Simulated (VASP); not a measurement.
# What goes wrong when the modes of GaP are computed with a bad input

Some phonon runs on GaP get a fault in the input on purpose. Which of them show, and how? The starting structure is a measured crystal structure from the Crystallography Open Database.

Method: Kohn-Sham DFT with plane waves and PAW; LDA, in VASP 6.6.1.

## (1) Starting point

It takes space group F-43m (No. 216, cubic). Conventional cell: a = 5.451 Å, b = 5.451 Å, c = 5.451 Å, α = 90.00°, β = 90.00°, γ = 90.00°. Nearest to Ga lie 4 P at 2.36 Å. P has 4 Ga at 2.36 Å nearest. Farther neighbours are not listed.

As a file:

```
Ga P
1.0
     0.00000    2.72525    2.72525
     2.72525    0.00000    2.72525
     2.72525    2.72525    0.00000
Ga P
1 1
Direct
  0.00000 0.00000 0.00000
  0.75000 0.75000 0.75000
```

## (2) Reference modes

The cell comes from a relaxation at this level, not shown (39.20 Å³).

Input file INCAR:

```
SYSTEM = GaP
PREC = Accurate
ENCUT = 450
EDIFF = 1E-08
NELM = 100
ISMEAR = 0
SIGMA = 0.03
LREAL = .FALSE.
ALGO = Normal
GGA = CA
LORBIT = 11
LWAVE = .FALSE.
LCHARG = .FALSE.
KPAR = 2
IBRION = 8
LEPSILON = .TRUE.
ISIF = 2
```

Input file POSCAR:

```
GaP
1.0
    0.0000000000      2.6962074752      2.6962074752
    2.6962074752      0.0000000000      2.6962074752
    2.6962074752      2.6962074752      0.0000000000
Ga P
1 1
Direct
    0.0000000000      0.0000000000      0.0000000000
    0.7500000000      0.7500000000      0.7500000000
```

Input file KPOINTS:

```
Automatic mesh
0
Gamma
8 8 8
0 0 0
```

Potentials, in the order of the species: Ga_d and P (LDA family, release 64).

Command:

```sh
$ mpirun -np 2 vasp_std
```

The log of the run:

```text
[banner, memory and clock lines left out]
running    2 mpi-ranks, on    1 nodes
 distrk:  each k-point on    1 cores,    2 groups
 distr:  one band on    1 cores,    1 groups

 POSCAR found type information on POSCAR GaP
 POSCAR found :  2 types and       2 ions
 LDA part: xc-table for (Slater(with rela. corr.)+CA(PZ))
 , standard interpolation
 POSCAR, INCAR and KPOINTS ok, starting setup
 FFT: planning ... GRIDC
 FFT: planning ... GRID_SOFT
 FFT: planning ... GRID
 WAVECAR not read
 entering main loop
       N       E                     dE             d eps       ncg     rms          rms(c)
DAV:   1     0.727432737509E+02    0.72743E+02   -0.88020E+03   770   0.182E+03
DAV:   2    -0.482161136306E+01   -0.77565E+02   -0.74920E+02   799   0.310E+02
DAV:   3    -0.106790281741E+02   -0.58574E+01   -0.58258E+01   974   0.733E+01
DAV:   4    -0.107825074497E+02   -0.10348E+00   -0.10342E+00   939   0.105E+01
DAV:   5    -0.107843397851E+02   -0.18323E-02   -0.18322E-02   948   0.116E+00    0.448E+00
DAV:   6    -0.105054103028E+02    0.27893E+00   -0.46032E-01  1167   0.130E+01    0.289E+00
DAV:   7    -0.104549848860E+02    0.50425E-01   -0.11066E-01   953   0.257E+00    0.108E+00
DAV:   8    -0.104503206703E+02    0.46642E-02   -0.13118E-02   867   0.154E+00    0.195E-01
DAV:   9    -0.104502911307E+02    0.29540E-04   -0.10810E-03  1132   0.512E-01    0.593E-02
DAV:  10    -0.104502895960E+02    0.15348E-05   -0.52911E-05  1139   0.913E-02    0.214E-02
DAV:  11    -0.104502957670E+02   -0.61710E-05   -0.78410E-06   925   0.481E-02    0.546E-03
DAV:  12    -0.104502955706E+02    0.19641E-06   -0.74797E-07  1049   0.129E-02    0.377E-03
DAV:  13    -0.104502955746E+02   -0.39845E-08   -0.11941E-07   849   0.336E-03    0.577E-04
DAV:  14    -0.104502955732E+02    0.13679E-08   -0.57205E-09   527   0.127E-03
   1 F= -.10450296E+02 E0= -.10450296E+02  d E =-.242047E-17
 Linear response reoptimize wavefunctions to high precision
DAV:   1    -0.104502955734E+02   -0.20555E-09   -0.17358E-09   717   0.455E-04
DAV:   2    -0.104502955734E+02   -0.27285E-11   -0.20617E-10   412   0.145E-04
 Linear response G [H, r] |phi>, progress :
  Direction:   1
       N       E                     dE             d eps       ncg     rms
RMM:   1    -0.409482410887E+02   -0.40948E+02    0.16551E+02   893   0.276E+02
RMM:   2    -0.505723601210E+02   -0.96241E+01   -0.44922E+01  1485   0.445E+01
RMM:   3    -0.513540949349E+02   -0.78173E+00   -0.58908E+00  1515   0.116E+01
RMM:   4    -0.514273257107E+02   -0.73231E-01   -0.43082E-01  1536   0.337E+00
RMM:   5    -0.514348564688E+02   -0.75308E-02   -0.41553E-02  1564   0.990E-01
RMM:   6    -0.514323105556E+02    0.25459E-02    0.90301E-03  1558   0.299E-01
RMM:   7    -0.514332364814E+02   -0.92593E-03    0.18275E-03  1594   0.114E-01
RMM:   8    -0.514334076009E+02   -0.17112E-03    0.49391E-04  1579   0.453E-02
RMM:   9    -0.514333840618E+02    0.23539E-04    0.79055E-04  1596   0.201E-02
RMM:  10    -0.514334491388E+02   -0.65077E-04    0.16429E-04  1558   0.998E-03
RMM:  11    -0.514334705402E+02   -0.21401E-04   -0.57987E-05  1412   0.514E-03
RMM:  12    -0.514334650788E+02    0.54613E-05   -0.26725E-06  1247   0.328E-03
RMM:  13    -0.514334660798E+02   -0.10010E-05   -0.12719E-05  1001   0.236E-03
RMM:  14    -0.514334658603E+02    0.21955E-06   -0.10394E-05   811   0.202E-03
RMM:  15    -0.514334660206E+02   -0.16037E-06   -0.12015E-05   697   0.186E-03
RMM:  16    -0.514334658790E+02    0.14164E-06   -0.10528E-05   649   0.181E-03
RMM:  17    -0.514334659288E+02   -0.49810E-07   -0.11209E-05   630   0.172E-03
RMM:  18    -0.514334659728E+02   -0.44032E-07   -0.12098E-05   604   0.172E-03
 Linear response G [H, r] |phi>, progress :
  Direction:   2
       N       E                     dE             d eps       ncg     rms
RMM:   1    -0.400280135162E+02   -0.40028E+02    0.13774E+02   905   0.275E+02
RMM:   2    -0.511792002175E+02   -0.11151E+02   -0.39239E+01  1477   0.442E+01
RMM:   3    -0.527165218656E+02   -0.15373E+01   -0.60931E+00  1489   0.117E+01
RMM:   4    -0.527967773811E+02   -0.80256E-01   -0.43269E-01  1524   0.339E+00
RMM:   5    -0.528048619410E+02   -0.80846E-02   -0.42296E-02  1550   0.953E-01
RMM:   6    -0.528023323308E+02    0.25296E-02    0.92463E-03  1569   0.286E-01
RMM:   7    -0.528032891097E+02   -0.95678E-03    0.16915E-03  1579   0.104E-01
RMM:   8    -0.528034499411E+02   -0.16083E-03    0.43988E-04  1572   0.411E-02
RMM:   9    -0.528034196238E+02    0.30317E-04    0.79703E-04  1587   0.175E-02
RMM:  10    -0.528034853328E+02   -0.65709E-04    0.15419E-04  1552   0.834E-03
RMM:  11    -0.528035056792E+02   -0.20346E-04   -0.46624E-05  1386   0.409E-03
RMM:  12    -0.528035007084E+02    0.49708E-05    0.37344E-06  1232   0.230E-03
RMM:  13    -0.528035010847E+02   -0.37632E-06    0.10774E-07   985   0.160E-03
RMM:  14    -0.528035015957E+02   -0.51100E-06   -0.49912E-06   791   0.124E-03
RMM:  15    -0.528035014410E+02    0.15472E-06   -0.34084E-06   696   0.117E-03
RMM:  16    -0.528035017117E+02   -0.27069E-06   -0.61555E-06   657   0.100E-03
RMM:  17    -0.528035015316E+02    0.18006E-06   -0.42926E-06   622   0.105E-03
RMM:  18    -0.528035018474E+02   -0.31578E-06   -0.76720E-06   597   0.951E-04
RMM:  19    -0.528035014920E+02    0.35536E-06   -0.29550E-06   551   0.993E-04
 Linear response G [H, r] |phi>, progress :
[...]
RMM:   6    -0.119461559897E+01   -0.32710E-02   -0.55665E-04  4880   0.156E-01    0.257E-02
RMM:   7    -0.119437570929E+01    0.23989E-03   -0.31817E-05  4826   0.577E-02    0.725E-03
RMM:   8    -0.119478115867E+01   -0.40545E-03   -0.95923E-06  5032   0.216E-02    0.100E-03
RMM:   9    -0.119473721204E+01    0.43947E-04   -0.15208E-06  5064   0.819E-03    0.506E-04
RMM:  10    -0.119473032253E+01    0.68895E-05    0.59884E-07  5046   0.301E-03    0.158E-04
RMM:  11    -0.119472912639E+01    0.11961E-05   -0.95300E-08  4997   0.124E-03    0.173E-04
RMM:  12    -0.119472469955E+01    0.44268E-05    0.72487E-08  4469   0.460E-04    0.420E-05
RMM:  13    -0.119472376166E+01    0.93789E-06    0.17237E-08  3332   0.188E-04    0.197E-05
RMM:  14    -0.119472484913E+01   -0.10875E-05    0.23322E-09  1919   0.906E-05    0.130E-05
RMM:  15    -0.119472562991E+01   -0.78078E-06   -0.22172E-09  1505   0.630E-05    0.123E-06
 change of polarisation eV/A/(eV/A) component  2 :     0.765     2.268     0.344
 dielectric tensor                  component  2 :     3.529    11.470     1.588
 Linear response to external field, progress :
  Direction:   3
       N       E                     dE             d eps       ncg     rms          rms(c)
RMM:   1    -0.137859394027E+00   -0.13786E+00    0.51850E+00  2749   0.970E+00
RMM:   2    -0.120355602579E+01   -0.10657E+01   -0.10135E-01  4732   0.212E+00    0.150E+00
RMM:   3    -0.116323983629E+01    0.40316E-01   -0.36454E-02  4734   0.124E+00    0.849E-01
RMM:   4    -0.118641672118E+01   -0.23177E-01   -0.42415E-02  4851   0.125E+00    0.153E-01
RMM:   5    -0.119134430631E+01   -0.49276E-02   -0.29302E-03  4786   0.384E-01    0.396E-02
RMM:   6    -0.119461634296E+01   -0.32720E-02   -0.55652E-04  4879   0.156E-01    0.257E-02
RMM:   7    -0.119437567509E+01    0.24067E-03   -0.31886E-05  4828   0.577E-02    0.726E-03
RMM:   8    -0.119478057492E+01   -0.40490E-03   -0.96001E-06  5032   0.216E-02    0.100E-03
RMM:   9    -0.119473640111E+01    0.44174E-04   -0.15188E-06  5064   0.819E-03    0.506E-04
RMM:  10    -0.119472891711E+01    0.74840E-05    0.59883E-07  5048   0.301E-03    0.158E-04
RMM:  11    -0.119472938922E+01   -0.47211E-06   -0.96933E-08  4996   0.124E-03    0.173E-04
RMM:  12    -0.119472424806E+01    0.51412E-05    0.74268E-08  4466   0.460E-04    0.421E-05
RMM:  13    -0.119472487793E+01   -0.62986E-06    0.15692E-08  3322   0.189E-04    0.197E-05
RMM:  14    -0.119472373414E+01    0.11438E-05    0.25994E-09  1934   0.924E-05    0.134E-05
RMM:  15    -0.119472385014E+01   -0.11600E-06   -0.55490E-09  1533   0.633E-05    0.139E-06
 change of polarisation eV/A/(eV/A) component  3 :     0.612     0.538     2.268
 dielectric tensor                  component  3 :     2.824     2.484    11.470
 Linear response DOF=           2
 Linear response progress:
  Degree of freedom:   1/  2
       N       E                     dE             d eps       ncg     rms          rms(c)
RMM:   1    -0.167149496054E+00   -0.16715E+00    0.11630E-01  3208   0.996E+00
RMM:   2    -0.165257898029E+00    0.18916E-02   -0.31827E-02  4568   0.167E+00    0.562E-02
RMM:   3    -0.165518488364E+00   -0.26059E-03   -0.41837E-03  4800   0.449E-01    0.422E-02
RMM:   4    -0.165277577309E+00    0.24091E-03   -0.80582E-04  4980   0.169E-01    0.104E-02
RMM:   5    -0.165327392451E+00   -0.49815E-04   -0.26498E-04  5016   0.459E-02    0.544E-03
RMM:   6    -0.165314100023E+00    0.13292E-04   -0.69580E-05  4961   0.175E-02    0.554E-04
RMM:   7    -0.165310830608E+00    0.32694E-05   -0.45884E-05  4996   0.722E-03    0.461E-04
RMM:   8    -0.165307156292E+00    0.36743E-05   -0.33835E-05  4980   0.317E-03    0.775E-05
RMM:   9    -0.165305806573E+00    0.13497E-05   -0.14520E-05  5032   0.140E-03    0.454E-05
RMM:  10    -0.165304821358E+00    0.98522E-06   -0.68293E-06  5120   0.643E-04    0.331E-05
RMM:  11    -0.165304397038E+00    0.42432E-06   -0.41850E-06  5025   0.292E-04    0.136E-05
RMM:  12    -0.165304131978E+00    0.26506E-06   -0.28521E-06  4900   0.144E-04    0.254E-06
RMM:  13    -0.165304072929E+00    0.59049E-07   -0.19540E-06  5209   0.699E-05    0.159E-06
RMM:  14    -0.165304005364E+00    0.67565E-07   -0.14537E-06  4842   0.332E-05    0.275E-07
RMM:  15    -0.165303967527E+00    0.37837E-07   -0.10867E-06  4247   0.168E-05    0.407E-07
RMM:  16    -0.165303931367E+00    0.36160E-07   -0.80286E-07  3476   0.886E-06    0.158E-07
RMM:  17    -0.165303867365E+00    0.64002E-07   -0.16427E-07  3304   0.524E-06    0.504E-08
 first order change of Fermi-energy   0.10935E-02
 force on displaced ion       1 direction 1 : -10.497  -0.000  -0.000
 Born effective charge ion    1 direction 1 :   2.049   0.000   0.000
 Linear response progress:
  Degree of freedom:   2/  2
       N       E                     dE             d eps       ncg     rms          rms(c)
RMM:   1    -0.507518343755E-01   -0.50752E-01    0.58542E-03  5434   0.210E+00
RMM:   2    -0.473614928158E-01    0.33903E-02   -0.71073E-03  4348   0.634E-01    0.123E-01
RMM:   3    -0.473872443546E-01   -0.25752E-04   -0.57965E-04  4806   0.197E-01    0.597E-02
RMM:   4    -0.476591147012E-01   -0.27187E-03   -0.13096E-04  4693   0.811E-02    0.115E-02
RMM:   5    -0.476685051375E-01   -0.93904E-05   -0.13855E-05  5022   0.279E-02    0.719E-03
RMM:   6    -0.476476269626E-01    0.20878E-04    0.21109E-07  4743   0.107E-02    0.351E-03
RMM:   7    -0.476512663768E-01   -0.36394E-05    0.63133E-07  4943   0.390E-03    0.214E-03
RMM:   8    -0.476493224182E-01    0.19440E-05    0.63145E-07  4829   0.146E-03    0.668E-05
RMM:   9    -0.476489492025E-01    0.37322E-06    0.30735E-08  4895   0.449E-04    0.114E-04
RMM:  10    -0.476486613431E-01    0.28786E-06    0.21477E-08  4759   0.153E-04    0.130E-05
RMM:  11    -0.476487736820E-01   -0.11234E-06    0.73459E-09  4844   0.586E-05    0.567E-06
RMM:  12    -0.476487288671E-01    0.44815E-07    0.61285E-09  4957   0.239E-05    0.120E-06
RMM:  13    -0.476487694144E-01   -0.40547E-07    0.21029E-09  4642   0.951E-06    0.128E-06
RMM:  14    -0.476487395277E-01    0.29887E-07    0.82276E-10  3180   0.370E-06    0.405E-07
RMM:  15    -0.476487268469E-01    0.12681E-07   -0.18502E-09  2126   0.202E-06    0.700E-08
 first order change of Fermi-energy  -0.93217E-03
 force on displaced ion       2 direction 1 : -10.486   0.000   0.000
 Born effective charge ion    2 direction 1 :  -2.189   0.000   0.000
 Born effective charges drift removed
 Linear response finished
```

It took 2 min on 2 MPI ranks of Intel Xeon 6975P-C (Granite Rapids), shared host; peak memory 0.45 GiB; 3.9 min of CPU time.

The logs omit lines about the potential files and the build; timing stands in the text.

OUTCAR, selected parts (step 2):

```text
ion  position               nearest neighbor table
   1  0.000  0.000  0.000-   2 2.33   2 2.33   2 2.33   2 2.33
   2  0.750  0.750  0.750-   1 2.33   1 2.33   1 2.33   1 2.33

  LATTYP: Found a face centered cubic cell.
 ALAT       =     5.3924149504

 Subroutine GETGRP returns: Found 24 space group operations
 (whereof 24 operations were pure point group operations)

The static configuration has the point symmetry T_d .

 Found     29 irreducible k-points:

   k-points           NKPTS =     29   k-points in BZ     NKDIM =     29   number of bands    NBANDS=     13

   dimension x,y,z NGX =    28 NGY =   28 NGZ =   28
   dimension x,y,z NGXF=    56 NGYF=   56 NGZF=   56

   ENCUT  =  450.0 eV  33.07 Ry    5.75 a.u.   6.60  6.60  6.60*2*pi/ulx,y,z

   NELECT =      18.0000    total number of electrons

 k-points in reciprocal lattice and weights: Automatic mesh
   0.00000000  0.00000000  0.00000000       0.002
   0.12500000  0.00000000  0.00000000       0.016
   0.25000000  0.00000000  0.00000000       0.016
   0.37500000  0.00000000  0.00000000       0.016
   0.50000000  0.00000000  0.00000000       0.008
   0.12500000  0.12500000  0.00000000       0.012
   0.25000000  0.12500000  0.00000000       0.047
   0.37500000  0.12500000  0.00000000       0.047
   0.50000000  0.12500000  0.00000000       0.047
[...]
-0.37500000  0.50000000  0.12500000       0.023
  -0.25000000  0.50000000  0.25000000       0.012

 average (electrostatic) potential at core
       1 -66.2679       2 -84.3133

  Total       -0.0057455     -0.0057455     -0.0057455     -0.0000000      0.0000000     -0.0000000
  in kB       -0.2348285     -0.2348285     -0.2348285     -0.0000000      0.0000000     -0.0000000
  external PRESSURE =      -0.2348285 kB  Pullay stress =       0.0000000 kB

  energy-cutoff  :      450.00
  volume of cell :       39.20
      direct lattice vectors                 reciprocal lattice vectors
     0.000000000  2.696207475  2.696207475    -0.185445669  0.185445669  0.185445669
     2.696207475  0.000000000  2.696207475     0.185445669 -0.185445669  0.185445669
     2.696207475  2.696207475  0.000000000     0.185445669  0.185445669 -0.185445669

 POSITION                                       TOTAL-FORCE (eV/Angst)
 -----------------------------------------------------------------------------------
      0.00000      0.00000      0.00000         0.000000      0.000000      0.000000
      4.04431      4.04431      4.04431        -0.000000     -0.000000     -0.000000
 -----------------------------------------------------------------------------------
    total drift:                               -0.000000     -0.000000     -0.000000

 MACROSCOPIC STATIC DIELECTRIC TENSOR (including local field effects in DFT)
 ------------------------------------------------------
          11.469652    -0.000000    -0.000000
           0.000000    11.469652     0.000000
          -0.000000    -0.000000    11.469652
 ------------------------------------------------------

 PIEZOELECTRIC TENSOR (including local field effects)  for field in x, y, z        (C/m^2)
          XX          YY          ZZ          XY          YZ          ZX
  --------------------------------------------------------------------------------
  x     0.00000    -0.00000     0.00000     0.00000     0.79163     0.00000
  y    -0.00000     0.00000     0.00000     0.00000     0.00000     0.79163
  z    -0.00000     0.00000     0.00000     0.79163     0.00000     0.00000

 BORN EFFECTIVE CHARGES (including local field effects) (in |e|, cummulative output)
 ---------------------------------------------------------------------------------
 ion    1
    1     2.12202     0.00000     0.00000
    2     0.00000     2.12202     0.00000
    3     0.00000     0.00000     2.12202
 ion    2
    1    -2.12202    -0.00000    -0.00000
    2    -0.00000    -2.12202    -0.00000
    3    -0.00000    -0.00000    -2.12202

 Eigenvectors and eigenvalues of the dynamical matrix
 ----------------------------------------------------

   1 f  =   10.933405 THz    68.696610 2PiTHz  364.699138 cm-1    45.216910 meV
             X         Y         Z           dx          dy          dz
      0.000000  0.000000  0.000000     0.000000    0.000000   -0.554816
      4.044311  4.044311  4.044311     0.000000    0.000000    0.831973

   2 f  =   10.933405 THz    68.696610 2PiTHz  364.699138 cm-1    45.216910 meV
             X         Y         Z           dx          dy          dz
      0.000000  0.000000  0.000000     0.000000    0.554816   -0.000000
      4.044311  4.044311  4.044311    -0.000000   -0.831973    0.000000

   3 f  =   10.933405 THz    68.696610 2PiTHz  364.699138 cm-1    45.216910 meV
             X         Y         Z           dx          dy          dz
      0.000000  0.000000  0.000000    -0.554816    0.000000   -0.000000
      4.044311  4.044311  4.044311     0.831973   -0.000000   -0.000000

   4 f/i=    0.002656 THz     0.016690 2PiTHz    0.088605 cm-1     0.010986 meV
             X         Y         Z           dx          dy          dz
      0.000000  0.000000  0.000000     0.730944   -0.379782   -0.116905
      4.044311  4.044311  4.044311     0.487442   -0.253264   -0.077960

   5 f/i=    0.002656 THz     0.016690 2PiTHz    0.088605 cm-1     0.010986 meV
             X         Y         Z           dx          dy          dz
      0.000000  0.000000  0.000000    -0.000000   -0.244765    0.795154
      4.044311  4.044311  4.044311     0.000000   -0.163225    0.530262

   6 f/i=    0.002656 THz     0.016690 2PiTHz    0.088605 cm-1     0.010986 meV
             X         Y         Z           dx          dy          dz
      0.000000  0.000000  0.000000     0.397368    0.698595    0.215042
      4.044311  4.044311  4.044311     0.264992    0.465870    0.143404

 MACROSCOPIC STATIC DIELECTRIC TENSOR IONIC CONTRIBUTION
 ------------------------------------------------------
           1.981173     0.000000     0.000000
           0.000000     1.981173     0.000000
           0.000000     0.000000     1.981173
 ------------------------------------------------------

 ELASTIC MODULI CONTR FROM IONIC RELAXATION (kBar)
 Direction    XX          YY          ZZ          XY          YZ          ZX
 --------------------------------------------------------------------------------
 XX          -0.0000     -0.0000     -0.0000     -0.0000      0.0000     -0.0000
 YY          -0.0000     -0.0000     -0.0000     -0.0000     -0.0000      0.0000
 ZZ          -0.0000     -0.0000     -0.0000      0.0000     -0.0000     -0.0000
 XY          -0.0000     -0.0000      0.0000   -230.2768      0.0000      0.0000
 YZ           0.0000     -0.0000     -0.0000      0.0000   -230.2768      0.0000
 ZX          -0.0000      0.0000     -0.0000      0.0000      0.0000   -230.2768
 --------------------------------------------------------------------------------

 PIEZOELECTRIC TENSOR IONIC CONTR  for field in x, y, z        (C/m^2)
          XX          YY          ZZ          XY          YZ          ZX
  --------------------------------------------------------------------------------
  x    -0.00000    -0.00000    -0.00000    -0.00000    -0.63556    -0.00000
  y    -0.00000    -0.00000    -0.00000    -0.00000    -0.00000    -0.63556
  z    -0.00000    -0.00000    -0.00000    -0.63556    -0.00000    -0.00000
```

Energies printed during the response cycles are not total energies of the cell.

Reference: the zone-centre mode is T2 364.7 cm⁻¹.

[end of part 1 of 2]

[Lines on the potential files, build, host, timing and source positions are cut from VASP's logs without a mark.]

[Logs are printed without paths, hosts, clocks, repeated set-up lines and the standing remarks that a program may print on its own settings, such as how far it seeks lower states.]

[Hosts, paths, dates, database ids (printed as entryN), source tags and the programs' standing remarks are cut or masked in the printed files.]
